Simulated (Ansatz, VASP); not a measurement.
# SnO2: VASP beside Ansatz, part 2 of 2

Aim: how closely do two programs agree when they are given the same cell, functional and k mesh? The cell is taken from a series of VASP runs on this material, whose earlier steps may have relaxed, scaled or displaced it; both programs get it as it stands.

VASP 6.6.1 and Ansatz 0.2.0.

So far: Starting point; Ansatz: relaxation of cell and atoms, PBEsol.

### Step 3. VASP: relaxation of cell and atoms, PBEsol

Level of this step: PBEsol; plane waves and PAW (Sn_d, O) (VASP).

The same cell, functional, mesh and smearing now go to VASP, with its own data sets and cutoff.

Lines of VASP's logs that name or quote its potential files are left out, and so is its time.

Contents of INCAR:

```
SYSTEM = SnO2
PREC = Accurate
ENCUT = 520
EDIFF = 1E-06
NELM = 100
ISMEAR = 0
SIGMA = 0.03
LREAL = .FALSE.
ALGO = Normal
GGA = PS
NBANDS = 32
LORBIT = 11
LWAVE = .FALSE.
LCHARG = .FALSE.
KPAR = 4
IBRION = 2
NSW = 50
ISIF = 3
EDIFFG = -0.004
```

Contents of POSCAR:

```
SnO2
1.0
    4.7925891945      0.0000000000      0.0000000000
    0.0000000000      4.7925891945      0.0000000000
    0.0000000000      0.0000000000      3.2246159175
Sn O
2 4
Direct
    0.5000000000      0.5000000000      0.5000000000
    0.0000000000      0.0000000000      0.0000000000
    0.8057000000      0.1943000000      0.5000000000
    0.6943000000      0.6943000000      0.0000000000
    0.1943000000      0.8057000000      0.5000000000
    0.3057000000      0.3057000000      0.0000000000
```

Contents of KPOINTS:

```
Automatic mesh
0
Gamma
6 6 6
0 0 0
```

The projector-augmented-wave data sets are Sn_d and O (PBE family, release 64).

Started as:

```console
$ mpirun -np 4 vasp_std
```

Numbers of over 12 decimals in the logs are rounded to 6 here.

The log of the run:

```text
[banner, memory and clock lines left out]
running    4 mpi-ranks, on    1 nodes
 distrk:  each k-point on    1 cores,    4 groups
 distr:  one band on    1 cores,    1 groups

 POSCAR found type information on POSCAR SnO
 POSCAR found :  2 types and       6 ions
|                                                                             |
|               ----> ADVICE to this user running VASP <----                  |
|                                                                             |
|     You enforced a specific xc type in the INCAR file but a different       |
|     [... a line on the potential file left out ...]
|     I HOPE YOU KNOW WHAT YOU ARE DOING!                                     |
|                                                                             |

 LDA part: xc-table for (Slater+PW92), standard interpolation
 POSCAR, INCAR and KPOINTS ok, starting setup
 FFT: planning ... GRIDC
 FFT: planning ... GRID_SOFT
 FFT: planning ... GRID
 WAVECAR not read
 entering main loop
       N       E                     dE             d eps       ncg     rms          rms(c)
DAV:   1     0.641327754599E+03    0.64133E+03   -0.26224E+04  2784   0.252E+03
DAV:   2     0.549039234690E+02   -0.58642E+03   -0.56110E+03  2840   0.663E+02
DAV:   3    -0.401550164898E+02   -0.95059E+02   -0.93641E+02  2944   0.222E+02
DAV:   4    -0.449381041735E+02   -0.47831E+01   -0.47563E+01  3056   0.549E+01
DAV:   5    -0.450918935016E+02   -0.15379E+00   -0.15371E+00  3216   0.100E+01    0.147E+01
DAV:   6    -0.396620693345E+02    0.54298E+01   -0.19616E+01  4072   0.669E+01    0.579E+00
DAV:   7    -0.397166433863E+02   -0.54574E-01   -0.17949E+00  2960   0.773E+00    0.316E+00
DAV:   8    -0.396727906651E+02    0.43853E-01   -0.25037E-01  3784   0.441E+00    0.705E-01
DAV:   9    -0.396597279014E+02    0.13063E-01   -0.56992E-02  4096   0.343E+00    0.122E-01
DAV:  10    -0.396602235789E+02   -0.49568E-03   -0.43529E-03  3624   0.608E-01    0.409E-02
DAV:  11    -0.396602642245E+02   -0.40646E-04   -0.17539E-04  4104   0.141E-01    0.203E-02
DAV:  12    -0.396602662411E+02   -0.20165E-05   -0.13674E-05  3224   0.246E-02    0.145E-02
DAV:  13    -0.396602629875E+02    0.32536E-05   -0.13415E-05  3296   0.459E-02    0.279E-03
DAV:  14    -0.396602632271E+02   -0.23961E-06   -0.73809E-07  1904   0.833E-03
   1 F= -.39660263E+02 E0= -.39660263E+02  d E =-.396603E+02
[... from here on, the cycles between the ionic steps are left out ...]
   2 F= -.39656856E+02 E0= -.39656856E+02  d E =0.340768E-02
   3 F= -.39666236E+02 E0= -.39666236E+02  d E =-.597243E-02
   4 F= -.39666234E+02 E0= -.39666234E+02  d E =-.597028E-02
   5 F= -.39666434E+02 E0= -.39666434E+02  d E =-.200518E-03
   6 F= -.39666453E+02 E0= -.39666453E+02  d E =-.219698E-03
   7 F= -.39666453E+02 E0= -.39666453E+02  d E =-.219836E-03
   8 F= -.39666448E+02 E0= -.39666448E+02  d E =-.214769E-03
   9 F= -.39666453E+02 E0= -.39666453E+02  d E =-.219603E-03
  10 F= -.39666456E+02 E0= -.39666456E+02  d E =-.318275E-05
 trial-energy change:   -0.000003  1 .order   -0.000002   -0.000025    0.000021
 step:   0.5279(harm=  0.5279)  dis= 0.00013  next Energy=   -39.666460 (dE=-0.698E-05)
 bond charge predicted
       N       E                     dE             d eps       ncg     rms          rms(c)
DAV:   1    -0.396664743207E+02   -0.17631E-04   -0.10993E-03  3072   0.365E-01    0.275E-02
DAV:   2    -0.396664635261E+02    0.10795E-04   -0.58144E-05  3624   0.769E-02    0.118E-02
DAV:   3    -0.396664598739E+02    0.36522E-05   -0.79032E-06  3232   0.505E-02    0.325E-03
DAV:   4    -0.396664598452E+02    0.28745E-07   -0.11583E-06  1536   0.169E-02
  11 F= -.39666460E+02 E0= -.39666460E+02  d E =-.673892E-05
 curvature:  -0.26 expect dE=-0.300E-06 dE for cont linesearch -0.231E-06
 trial: gam=-0.14471 g(F)=  0.234E-06 g(S)=  0.904E-06 ort = 0.481E-05 (trialstep = 0.873E+00)
 search vector abs. value=  0.301E-06
 reached required accuracy - stopping structural energy minimisation
```

OUTCAR, selected parts (step 3):

```text
ion  position               nearest neighbor table
   1  0.500  0.500  0.500-   3 2.07   5 2.07   4 2.08   6 2.08   4 2.08   6 2.08   2 3.75   2 3.75
                             2 3.75   2 3.75   2 3.75   2 3.75   2 3.75   2 3.75
   2  0.000  0.000  0.000-   4 2.07   6 2.07   5 2.08   3 2.08   3 2.08   5 2.08   1 3.75   1 3.75
                             1 3.75   1 3.75   1 3.75   1 3.75   1 3.75   1 3.75
   3  0.806  0.194  0.500-   1 2.07   2 2.08   2 2.08
   4  0.694  0.694  0.000-   2 2.07   1 2.08   1 2.08
   5  0.194  0.806  0.500-   1 2.07   2 2.08   2 2.08
   6  0.306  0.306  0.000-   2 2.07   1 2.08   1 2.08

  LATTYP: Found a simple tetragonal cell.
 ALAT       =     4.7925891945
 C/A-ratio  =     0.6728337829

 Subroutine GETGRP returns: Found 16 space group operations
 (whereof  8 operations were pure point group operations)

The static configuration has the point symmetry D_2h.
 The point group associated with its full space group is D_4h.

 Found     40 irreducible k-points:

   k-points           NKPTS =     40   k-points in BZ     NKDIM =     40   number of bands    NBANDS=     32

   dimension x,y,z NGX =    36 NGY =   36 NGZ =   24
   dimension x,y,z NGXF=    72 NGYF=   72 NGZF=   48

   ENCUT  =  520.0 eV  38.22 Ry    6.18 a.u.   8.91  8.91  6.00*2*pi/ulx,y,z

   NELECT =      52.0000    total number of electrons

 k-points in reciprocal lattice and weights: Automatic mesh
   0.00000000  0.00000000  0.00000000       0.005
   0.16666667  0.00000000  0.00000000       0.019
   0.33333333  0.00000000  0.00000000       0.019
   0.50000000  0.00000000  0.00000000       0.009
   0.16666667  0.16666667  0.00000000       0.019
   0.33333333  0.16666667  0.00000000       0.037
   0.50000000  0.16666667  0.00000000       0.019
   0.33333333  0.33333333  0.00000000       0.019
   0.50000000  0.33333333  0.00000000       0.019
[...]
0.50000000  0.33333333  0.50000000       0.019
   0.50000000  0.50000000  0.50000000       0.005

 average (electrostatic) potential at core
       1 -99.4728       2 -99.4728       3 -68.1066       4 -68.1066       5 -68.1066
       6 -68.1066

 E-fermi :   5.9377

 k-point     1 :       0.0000    0.0000    0.0000
  band No.  band energies     occupation
    ...
     22       4.4639      2.00000
     23       4.4639      2.00000
     24       4.9691      2.00000
     25       4.9691      2.00000
     26       5.7491      2.00000
     27       6.6171      0.00000
     28      11.5527      0.00000
     29      11.7547      0.00000
     30      11.7547      0.00000
     31      15.8545      0.00000
    ...

 k-point     2 :       0.1667    0.0000    0.0000
  band No.  band energies     occupation
    ...
     22       4.3929      2.00000
     23       4.4715      2.00000
     24       4.4897      2.00000
     25       4.9872      2.00000
     26       5.6093      2.00000
     27       7.3489      0.00000
     28      11.3125      0.00000
     29      11.8779      0.00000
     30      12.0101      0.00000
     31      16.0949      0.00000
    ...

 k-point     3 :       0.3333    0.0000    0.0000
  band No.  band energies     occupation
    ...
     22       4.0804      2.00000
     23       4.4907      2.00000
     24       4.5149      2.00000
     25       5.0344      2.00000
     26       5.3083      2.00000
     27       8.6091      0.00000
     28      10.7721      0.00000
     29      12.2263      0.00000
     30      12.3849      0.00000
     31      16.3379      0.00000
    ...

  Total       -0.0024488     -0.0024488      0.0100204      0.0000000      0.0000000      0.0000000
  in kB       -0.0535408     -0.0535408      0.2190827      0.0000000      0.0000000      0.0000000
  external PRESSURE =       0.0373337 kB  Pullay stress =       0.0000000 kB

  energy-cutoff  :      520.00
  volume of cell :       73.28
      direct lattice vectors                 reciprocal lattice vectors
     4.773237687  0.000000000  0.000000000     0.209501405 -0.000000000  0.000000000
     0.000000000  4.773237687  0.000000000    -0.000000000  0.209501405  0.000000000
     0.000000000  0.000000000  3.216333448     0.000000000  0.000000000  0.310913037

 POSITION                                       TOTAL-FORCE (eV/Angst)
 -----------------------------------------------------------------------------------
      2.38662      2.38662      1.60817        -0.000000      0.000000      0.000000
      0.00000      0.00000      0.00000        -0.000000      0.000000      0.000000
      3.84856      0.92467      1.60817        -0.000779      0.000779      0.000000
      3.31129      3.31129      0.00000         0.000779      0.000779      0.000000
      0.92467      3.84856      1.60817         0.000779     -0.000779      0.000000
      1.46194      1.46194      0.00000        -0.000779     -0.000779     -0.000000
 -----------------------------------------------------------------------------------
    total drift:                                0.000000      0.000000     -0.000000

  FREE ENERGIE OF THE ION-ELECTRON SYSTEM (eV)
  ---------------------------------------------------
  free  energy   TOTEN  =       -39.6664598452 eV

  energy  without entropy=      -39.6664598452  energy(sigma->0) =      -39.66645985

 reached required accuracy - stopping structural energy minimisation

 total charge
# of ion       s       p       d       tot
------------------------------------------
    1        0.884   1.081  10.365  12.329
    2        0.884   1.081  10.365  12.329
    3        1.556   3.480   0.000   5.035
    4        1.556   3.480   0.000   5.035
    5        1.556   3.480   0.000   5.035
    6        1.556   3.480   0.000   5.035
--------------------------------------------------
tot          7.990  16.079  20.730  44.799

[... 3 further parts left out ...]
```

CONTCAR:

```
SnO2
   1.00000000000000
     4.7732376869311315    0.0000000000000000    0.0000000000000000
     0.0000000000000000    4.7732376869311315    0.0000000000000000
     0.0000000000000000    0.0000000000000000    3.2163334475524756
  Sn              O
     2     4
Direct
     0.5000000000000000    0.5000000000000000    0.5000000000000000
     0.0000000000000000    0.0000000000000000    0.0000000000000000
     0.8062793072568282    0.1937206927431719    0.5000000000000000
     0.6937206927431718    0.6937206927431718    0.0000000000000000
     0.1937206927431719    0.8062793072568282    0.5000000000000000
     0.3062793072568281    0.3062793072568281    0.0000000000000000
```

### Step 4. Differences

Known differences besides the potentials themselves: both relaxations stop at a tolerance, which leaves soft axes loose, and VASP keeps its plane-wave basis; the cutoff is 420 eV in Ansatz and 520 eV in VASP; Ansatz makes its cores anew for this functional, VASP keeps those of its PBE data sets; VASP leaves aspherical gradient terms in its spheres out (LASPH is not set), Ansatz keeps them; Ansatz adds a Pulay correction to the stress that steers its cell, VASP none. Total energies have different zeros and are not compared.

Compared:

| quantity | Ansatz | VASP | difference |
| --- | --- | --- | --- |
| volume (Å³) | 73.05 | 73.28 | -0.31 % |
| edge a after relaxation, in the typed setting (Å) | 4.769 | 4.773 | -0.09 % |
| edge c after relaxation, in the typed setting (Å) | 3.212 | 3.216 | -0.13 % |

The walks stopped with 0.00 GPa left in Ansatz and 0.00 GPa in VASP; each walk ends within a tolerance, so the volume difference is uncertain by about these residues over the bulk modulus, most in soft cells.

### Step 5. Summary of results

* difference in volume (relaxation of cell and atoms, PBEsol): -0.31 %

**Reading.** The difference in volume is -0.31 % (relaxation of cell and atoms, PBEsol), within the 1.2 % picked in this series as the mark of a large difference, as far as the stopping tolerances let one tell. How closely two codes agree says nothing of how well the functional describes the real material.

[Lines on the potential files, build, host, timing and source positions are cut from VASP's logs without a mark.]

[Logs are printed without paths, hosts, clocks, repeated set-up lines and the standing remarks that a program may print on its own settings, such as how far it seeks lower states.]

[Hosts, paths, dates, database ids (printed as entryN), source tags and the programs' standing remarks are cut or masked in the printed files.]
